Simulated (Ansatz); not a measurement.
Relaxed CaF2 (fluorite):

```
CaF2
1.0
    0.00000     5.51096     5.51096
    2.75548     0.00000     2.75548
    2.75548     2.75548     0.00000
Ca F
2 4
Cartesian
  0.00000   0.00000   0.00000
  2.75548   5.51096   2.75548
  1.37774   1.37774   1.37774
  1.37774   4.13322   4.13322
  4.13322   4.13322   4.13322
  4.13322   6.88870   6.88870
```

A phonon eigenvector at L = (0.5, 0.0, 0.0) is frozen into this cell: atom i moves by Q times the vector below, so Q is the largest atomic displacement, in Å. The cell is held. (q is in reciprocal vectors of the primitive cell; the cell shown is doubled to hold the pattern.)

| atom | x | y | z |
|---|---|---|---|
| Ca1 | -0.497 | 0.497 | 0.497 |
| Ca2 | 0.497 | -0.497 | -0.497 |
| F3 | -0.577 | 0.577 | 0.577 |
| F4 | 0.577 | -0.577 | -0.577 |
| F5 | 0.577 | -0.577 | -0.577 |
| F6 | -0.577 | 0.577 | 0.577 |

Method: PBE (plane waves to 420 eV, PAW, scalar-relativistic; Ansatz, an electronic-structure program). k mesh 5×10×10 (Γ-centred), Fermi-Dirac smearing 0.05 eV. The energy includes the smearing's −TS. CaF2 was relaxed with its symmetry unable to fall. ΔE is measured from the undisplaced structure.

Estimate the ΔE (meV/cell) for Q (Å) = -0.180, -0.090, -0.060, 0.090, 0.150, 0.180.


```json
[
 {"Q (Å)": "-0.180", "ΔE (meV/cell)": "548"},
 {"Q (Å)": "-0.090", "ΔE (meV/cell)": "115"},
 {"Q (Å)": "-0.060", "ΔE (meV/cell)": "49"},
 {"Q (Å)": "0.090", "ΔE (meV/cell)": "115"},
 {"Q (Å)": "0.150", "ΔE (meV/cell)": "355"},
 {"Q (Å)": "0.180", "ΔE (meV/cell)": "548"}
]
```

(For displaced atoms, the force is minus the slope of the energy, and its curvature is a force constant, which sets phonon frequencies.)
